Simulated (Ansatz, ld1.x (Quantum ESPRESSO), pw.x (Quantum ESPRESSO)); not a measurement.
**What a changed setting does to a pw.x run (diamond Sb)**

Potential: ultrasoft, ld1.x (Quantum ESPRESSO) 7.5, PBE; core [Kr] 4d10, reference 5s2 5p3; waves: 5s (bound): rcut 1.70, rcutus 2.16 bohr; 5s channel at 2.65 Ry: rcut 1.70, rcutus 2.16 bohr; 5p (bound): rcut 2.40, rcutus 3.10 bohr; 5p channel at 0.05 Ry: rcut 2.40, rcutus 3.10 bohr; 5d channel at 0.35 Ry: rcut 2.70, rcutus 3.16 bohr; 5d channel at 2.5 Ry: rcut 2.70, rcutus 3.16 bohr; local part: all-electron potential smoothed inside 1.98 bohr (lloc = -1); core correction: Bessel-smoothed model core, default radius (core density twice the valence density); augmentation: PSQ, radius 1.94 bohr.

The reference run (k-mesh 8³, cutoffs 40/320 Ry, Fermi–Dirac 0.01 Ry, mixing_beta 0.4, conv_thr 1e-9, no spin) gives 0.04 GPa at 42.794 Å³/atom, where all-electron LAPW gives -0.01 GPa. This run, with its own iteration cap, changes k-mesh shift to 1.

```
&control
  calculation='scf', prefix='x', pseudo_dir='./', outdir='./tmp', tstress=.true., disk_io='none'
/
&system
  ibrav=0, nat=2, ntyp=1, ecutwfc=40, ecutrho=320, nbnd=12,
  occupations='smearing', smearing='fd', degauss=0.01
/
&electrons
  conv_thr=1e-09, mixing_beta=0.4, electron_maxstep=50
/
ATOMIC_SPECIES
Sb 1.0 Sb.UPF
CELL_PARAMETERS angstrom
  0.00000000 3.49779453 3.49779453
  3.49779453 0.00000000 3.49779453
  3.49779453 3.49779453 0.00000000
ATOMIC_POSITIONS crystal
Sb 0.0000 0.0000 0.0000
Sb 0.2500 0.2500 0.2500
K_POINTS automatic
8 8 8 1 1 1
```

```bash
pw.x < Sb.scf.in > Sb.scf.out
```

Task: How does the run end?

Result: It converges in 7 iterations; the free energy moves by -3.9 meV/atom and the pressure by -0.09 GPa.

```
Message from routine setup:
     using ibrav=0 with symmetry is DISCOURAGED, use correct ibrav instead
     lattice parameter (alat)  =       9.3478  a.u.
     unit-cell volume          =     577.5765 (a.u.)^3
     number of electrons       =        10.00
     number of Kohn-Sham states=           12
     kinetic-energy cutoff     =      40.0000  Ry
     charge density cutoff     =     320.0000  Ry
     scf convergence threshold =      1.0E-09
     Exchange-correlation= PBE
     number of k points=    60  Fermi-Dirac smearing, width (Ry)=  0.0100
     iteration #  1     ecut=    40.00 Ry     beta= 0.40
     total energy              =     -71.92874241 Ry
     estimated scf accuracy    <       0.00980373 Ry
     iteration #  2     ecut=    40.00 Ry     beta= 0.40
     total energy              =     -71.92839695 Ry
     estimated scf accuracy    <       0.00297948 Ry
     iteration #  3     ecut=    40.00 Ry     beta= 0.40
     total energy              =     -71.92851573 Ry
     estimated scf accuracy    <       0.00003832 Ry
     iteration #  4     ecut=    40.00 Ry     beta= 0.40
     total energy              =     -71.92852186 Ry
     estimated scf accuracy    <       0.00000132 Ry
     iteration #  5     ecut=    40.00 Ry     beta= 0.40
     total energy              =     -71.92852207 Ry
     estimated scf accuracy    <       0.00000015 Ry
     iteration #  6     ecut=    40.00 Ry     beta= 0.40
     total energy              =     -71.92852208 Ry
     estimated scf accuracy    <          4.1E-09 Ry
     iteration #  7     ecut=    40.00 Ry     beta= 0.40
     the Fermi energy is     3.5420 ev
!    total energy              =     -71.92852208 Ry
     estimated scf accuracy    <          8.2E-11 Ry
     smearing contrib. (-TS)   =      -0.00553210 Ry
     The total energy is F=E-TS. E is the sum of the following terms:
     one-electron contribution =       2.80041641 Ry
     hartree contribution      =       2.29370512 Ry
     xc contribution           =     -56.64305337 Ry
     ewald contribution        =     -20.37405814 Ry
     convergence has been achieved in   7 iterations
          total   stress  (Ry/bohr**3)                   (kbar)     P=       -0.42
     Message from routine punch:
     Nothing written, as per user request (disk_io='none')
```

The run took about 25 s on one core of a shared host (Neoverse-V2, 96 threads, 742 GiB, load 34).
